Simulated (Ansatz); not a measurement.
This Ansatz input for CsCl-type CaO was spoiled on purpose:

```yaml
crystal:
  lattice:
    - [2.9029088165, 0.0, 0.0]
    - [0.0, 2.9029088165, 0.0]
    - [0.0, 0.0, 2.9029088165]
  atoms:
    - { symbol: Ca, position: [0.0, 0.0, 0.0] }
    - { symbol: O, position: [0.5, 0.5, 0.5] }
basis:
  ecutwfc: 500
  ecutrho_ratio: 4
kpoints:
  mp_grid: { grid: [8, 8, 8] }
hamiltonian:
  xc: r2scan
scf:
  occupations: { method: gaussian, width: 0.05 }
  mixing: { algorithm: anderson, beta: 1.5, ndim: 1, preconditioner: none }
  max_iter: 50
output:
  forces: true
  stress: true
```

Launched as:
```sh
ansatz run input.yaml --threads 2 --pin off --max-ram 2662MiB --backend cpu --events-out ev --progress --plain --runs-dir out
```

What is wrong with it?

Mixing far too strong. Against the sound input: scf.mixing: {"algorithm": "anderson", "beta": 1.5, "ndim": 1, "preconditioner": "none"} (the cap on iterations is only a precaution).

What the program printed:

```
Error: invalid value for `scf.mixing.beta`: must be finite and in (0, 1]; got 1.5
```

The input was refused before any iteration. It ran for 0.02 s on 2 threads of Arm Neoverse V1 (shared host), peak memory 0.031 GiB. The run before the change (r²SCAN, 500 eV, 8×8×8 mesh) gave:

| run | P (GPa) | gap on the mesh (eV) | cell moment (μB) | largest force component (eV/Å) |
| --- | --- | --- | --- | --- |
| sound | 0.0 | 3.28 | – | 0.000 |

This is a trial structure: the heavier alkaline earths' oxides and chalcogenides take the rock-salt structure.

Of that run: Kohn–Sham gaps of semilocal functionals lie under measured ones, often by a third or more.
